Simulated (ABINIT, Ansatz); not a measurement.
Ge: changing the pressure

The cell as given:

Symmetry: Fd-3m, No. 227, cubic system. The conventional cell has a = 5.658 Å, b = 5.658 Å, c = 5.658 Å, α = 90.00°, β = 90.00°, γ = 90.00°. Ge (site symmetry -43m) has 4 Ge at 2.45 Å as nearest neighbours.

Kept alike: task relaxation of cell and atoms; functional PBE; k mesh 8 × 8 × 8; occupations fermi-dirac, width 0.05 eV; no spin polarisation. Program: Ansatz, Ansatz PAW, cutoff 420 eV. The mesh is that of the run's cell of 2 atoms. No spin-orbit coupling.

```csv
"pressure, P (GPa)",band gap (eV),volume (Å³/atom)
0,0.05 or less,23.908
2,0.05 or less,23.168
5,0.194,22.238
10,0.408,21.074
20,0.337,19.434
```

Gaps hold for each row's own relaxed cell. The relaxations keep at least the cell's symmetry (Fd-3m). Runs of this series that gave no sound value for these columns are left out. The runs follow the start's structure, whether or not it is the stable one at these pressures. P is the pressure aimed at, which the runs meet within some hundredths to tenths of a GPa. A gap read on the mesh alone can miss an edge between its points.

Problem. What does the pressure change here?

Solution. The band gap runs from 0.05 or less (0; 2) to 0.408 eV (10). A twin series (ABINIT, JTH PAW PBE v2.0) moves it by +0.3499 between 0 and 20, against +0.3367 eV here. The volume falls from 23.908 to 19.434 Å³/atom between 0 and 20 GPa. The volume falls ever more slowly, since the solid stiffens under load. At the pressures aimed at, which the runs meet within some tenths of a GPa, the step from 0 to 5 GPa gives a mean bulk modulus near 69 GPa, the last step 123 GPa. A twin series (ABINIT, JTH PAW PBE v2.0) moves it by -4.4885 between 0 and 20, against -4.4740 Å³/atom here.
